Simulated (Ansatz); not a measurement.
## Relaxing GePt

Theory: Ansatz, DFT PBE, scalar-relativistic, plane waves, PAW. Cutoff 420 eV, Γ-centred k mesh, Gaussian smearing, no spin polarisation in the final step.

GePt was placed on the caesium chloride structure type (Pm-3m, No. 221), with Ge in place of Cs, Pt in place of Cl, at a guessed volume.

```
CELL_PARAMETERS angstrom
3.19946 0.00000 0.00000
0.00000 3.19946 0.00000
0.00000 0.00000 3.19946
ATOMIC_POSITIONS crystal
Ge 0.00000 0.00000 0.00000
Pt 0.50000 0.50000 0.50000
```

Cell and atoms relax at zero pressure; the relaxation can't lower the symmetry of the start.

The zero of energy is the elements' standard structures at the same level; no fitted shifts are applied.

Question: Describe the relaxed structure.

Answer: It keeps Pm-3m (No. 221). The result has the caesium chloride structure. Conventional cell: a = 3.191 Å. Around Ge lie 8 Pt at 2.76 Å and 6 Ge at 3.19 Å; around Pt lie 8 Ge at 2.76 Å and 6 Pt at 3.19 Å.

```
Ge Pt
1.0
     3.19068    0.00000    0.00000
     0.00000    3.19068    0.00000
     0.00000    0.00000    3.19068
Ge Pt
1 1
Direct
  0.00000 0.00000 0.00000
  0.50000 0.50000 0.50000
```

Question: What are its volume, energy, density and gap?

Answer: The volume per atom is 16.24 Å³, the density is 13.69 g/cm³ and the energy over the elements is -0.12 eV/atom. The gap on the 18×18×18 mesh is 0 eV (a metal).

The final run used a 18×18×18 mesh on its 2-atom cell and 0.10 eV smearing. For metals, differences of a few meV/atom aren't resolved. Spin–orbit coupling is left out. Symmetry constrained the relaxation, so the result can be a saddle point.

Cost: 2 runs of about 0.28 core-minutes in all, on Intel Xeon 6975P-C (Granite Rapids) (shared hosts).